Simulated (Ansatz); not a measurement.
A 6-atom cell of Mg2ZnO3 (P-3m1) from a materials database was relaxed with 3 functionals in Ansatz 0.2.0, cell and atoms free, the symmetry of the start kept (meshes: PBE 12×12×4, r2SCAN 12×12×4, PBEsol 12×12×4). Calculated for a static, non-magnetic cell.

The PBEsol result:
```
Mg Zn O
1.0
     2.99686    0.00000    0.00000
    -1.49843    2.59535    0.00000
     0.00000    0.00000    7.30669
Mg Zn O
2 1 3
Direct
  0.33333 0.66667 0.66632
  0.66667 0.33333 0.33368
  0.00000 0.00000 0.00000
  0.33333 0.66667 0.17120
  0.66667 0.33333 0.82880
  0.00000 0.00000 0.50000
```

The symmetry is P-3m1 (No. 164, trigonal); conventional cell a = 2.997 Å, c = 7.307 Å, 9.47 Å³ an atom. Around Mg lie 6 O at 2.10–2.11 Å; around Zn lie 6 O at 2.14 Å; around O lie 3 Mg at 2.10 Å and 3 Zn at 2.14 Å; around O lie 6 Mg at 2.11 Å.

(1) What lattice does PBE give?

(2) How does the cell change with r2SCAN?

(3) Held at the r2SCAN cell, what mean stress does PBE find, and does its sign point to its own minimum?

## Answers

(1) a = 3.030 Å, c = 7.395 Å; the volume differs by +3.5 % from PBEsol's. Mg has 6 O at 2.12–2.14 Å; Zn has 6 O at 2.17 Å; O has 3 Mg at 2.12 Å and 3 Zn at 2.17 Å (further sites aren't listed).

(2) a = 2.991 Å, c = 7.306 Å; the volume differs by -0.4 % from PBEsol's. Mg is surrounded by 6 O at 2.10–2.11 Å; Zn is surrounded by 6 O at 2.13 Å; O is surrounded by 3 Mg at 2.10 Å and 3 Zn at 2.13 Å (further sites aren't listed).

(3) Yes. PBE +6.39 GPa, and its relaxed volume is +3.9 % from r2SCAN's. Compression counts positive, so a positive stress asks for a larger cell.
